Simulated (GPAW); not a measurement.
KBr:

```
Br K
1.0
     0.00000    3.30000    3.30000
     3.30000    0.00000    3.30000
     3.30000    3.30000    0.00000
Br K
1 1
Direct
  0.50000 0.50000 0.50000
  0.00000 0.00000 0.00000
```

Base run:

```yaml
Program: GPAW 26.7.0
Functional: SOGGA
Potentials_or_basis: PAW data sets generated in the run's folder for this functional
Basis: fd
Grid_spacing: 0.16 Å
k_mesh: 7 × 7 × 7
Occupations: fermi-dirac, width 0.05 eV
Spin: no spin polarisation
```

Its results: band gap on the k mesh 4.25 eV, direct.

Task: The run is repeated on the same cell with these changes: functional from SOGGA to WC; basis from fd to pw. What comes out?

Result: Band gap on the k mesh 4.35 eV, direct.

Several settings changed at once, so the effect can't be laid on one alone.

